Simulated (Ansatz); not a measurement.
# A strain series on KF (rocksalt): uniaxial along [111], other directions held

KF in the rocksalt structure, relaxed with r2SCAN in Ansatz 0.2.0, then strained (uniaxial along [111], other directions held; changes of length per length, axes as in the cell below) with the atoms relaxed again within the symmetry that is left. Space group Fm-3m (No. 225), cubic; conventional cell a = 5.318 Å, 18.80 Å³ an atom. Around K lie 6 F at 2.66 Å; around F lie 6 K at 2.66 Å. Spin-unpolarised throughout; all numbers are computed.

```xyz
2
Lattice="0.0000 2.6590 2.6590 2.6590 0.0000 2.6590 2.6590 2.6590 0.0000" Properties=species:S:1:pos:R:3 pbc="T T T"
K     0.0000    0.0000    0.0000
F     2.6590    2.6590    2.6590
```

Gaps are the least over each mesh (PBE 8×8×8, r2SCAN 8×8×8, HSE06 6×6×6 when unstrained) and the special points, which keep their unstrained names; stress is the change from the unstrained cell, compression positive.

```tsv
strain (%)	gap, PBE (eV)	gap, r2SCAN (eV)	gap, HSE06 (eV)	edges, HSE06	stress along the strain, r2SCAN (GPa)	energy rise, r2SCAN (meV/atom)
-5.0	6.501	7.161	8.529	Γ	+2.65	7.8
-4.0	6.451	7.108	8.474	Γ	+2.11	5.0
-2.11	6.360	7.012	8.374	Γ	+1.10	1.4
-0.5	6.283	6.932	8.289	Γ	+0.26	0.1
0.0	6.259	6.908	8.263	Γ	0.00	0.0
+2.12	6.139	6.787	8.135	Γ	-1.09	1.3
+3.83	6.042	6.691	8.031	Γ	-1.94	4.4
```

Between zero and the nearest strains the slope of the HSE06 gap against strain is -0.052 eV per percent for negative and -0.061 for positive strain.

The meshes of the hybrids are coarse, so their gaps aren't converged to the digits shown.
